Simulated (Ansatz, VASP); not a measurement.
Pb in VASP and in Ansatz

```xyz
1
Lattice="0.0000 2.4980 2.4980 2.4980 0.0000 2.4980 2.4980 2.4980 0.0000" Properties=species:S:1:pos:R:3 pbc="T T T"
Pb    0.0000    0.0000    0.0000
```

Alike in both runs: functional r2SCAN; k mesh 14 × 14 × 14; occupations gaussian, width 0.1 eV; no spin polarisation.

Ansatz relaxed the structure, and its values are those at the end. VASP's run is a single point on that final structure, the one shown.

```csv
,VASP,Ansatz
version,VASP 6.6.1,Ansatz 0.2.0
potentials or method,"VASP PAW PBE potentials, release 64 (Pb_d)","scalar-relativistic, plane waves, PAW"
plane-wave cutoff (eV),520,500
valence electrons in the cell,14,14
```

```tsv
	VASP	Ansatz	Ansatz less VASP
gap on the k mesh at the Fermi level (eV)	none	none	-
pressure (GPa)	0.0	0.0	+0.02
```

A gap of «none» marks a metal or a gap that the smearing closes.

Caveats: the PAW data sets were made with another functional, which shifts forces and pressure a little (VASP). The runs have no spin-orbit coupling, so splittings on Pb are missing.
